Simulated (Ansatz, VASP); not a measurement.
**One calculation of ZrB2, two programs**

File INCAR:

```
ALGO     = Normal         # electronic algorithm
EDIFF    = 1E-8           # SCF threshold, eV
ENCUT    = 520            # plane-wave cutoff, eV
GGA      = CA             # functional
ISIF     = 2              # what is computed and relaxed
ISMEAR   = -1             # smearing method
LASPH    = True           # aspherical terms in the spheres
LCHARG   = False          # write CHGCAR
LEFG     = True         
LREAL    = False          # projectors in reciprocal space
LWAVE    = False          # write WAVECAR
NBANDS   = 16             # bands
NELM     = 100            # most SCF steps
PREC     = Accurate       # precision mode
SIGMA    = 0.05           # smearing width, eV
```

The input KPOINTS:

```
k-points
0
Gamma
  12 12 9
```

File POSCAR:

```
ZrB2
1.0
    3.1003898632      0.0000000000      0.0000000000
   -1.5501949316      2.6850163832      0.0000000000
    0.0000000000      0.0000000000      3.4481431027
Zr B
1 2
Direct
    0.0000000000      0.0000000000      0.0000000000
    0.3333333333      0.6666666667      0.5000000000
    0.6666666667      0.3333333333      0.5000000000
```

Input for Ansatz:

```yaml
crystal:
  lattice:
    - [3.1003898632, 0.0, 0.0]
    - [-1.5501949316, 2.6850163832, 0.0]
    - [0.0, 0.0, 3.4481431027]
  atoms:
    - { symbol: Zr, position: [0.0, 0.0, 0.0] }
    - { symbol: B, position: [0.3333333333, 0.6666666667, 0.5] }
    - { symbol: B, position: [0.6666666667, 0.3333333333, 0.5] }
kpoints:
  mp_grid: { grid: [12, 12, 9] }
scf:
  occupations: { method: fermi_dirac, width: 0.05 }
hamiltonian:
  xc: lda
  pseudopotentials: { kind: paw }
output:
  forces: true
  stress: true
  eigenvalues: true
  efg: { contact_densities: true }
  write_density: true
  write_potential: true
  elf: true
  volumetric_format: npy
```

Change from the starting cell: volume scaled by 0.94, PAW files.

Alike in both runs: task electric field gradients; functional LDA; k mesh 12 × 12 × 9; occupations fermi-dirac, width 0.05 eV; no spin polarisation.

```csv
,VASP,Ansatz
version,VASP 6.6.1,Ansatz 0.2.0
potentials or method,"VASP PAW LDA potentials, release 64 (Zr_sv, B)","PAW with Ansatz's default frozen-core files, scalar-relativistic"
plane-wave cutoff (eV),520,420
valence electrons in the cell,18,18
```

VASP gave:

* pressure (GPa): 9.6
* largest component of the traceless stress (GPa): 0.16
* Vzz of the field gradient on the site that differs most (V/Å²): 45.6

Task: Which values does Ansatz return?

Result: Pressure (GPa): 9.0; largest component of the traceless stress (GPa): 0.10; Vzz of the field gradient on the site that differs most (V/Å²): 48.2.

Ansatz warned: «gradients_without_spin_orbit».
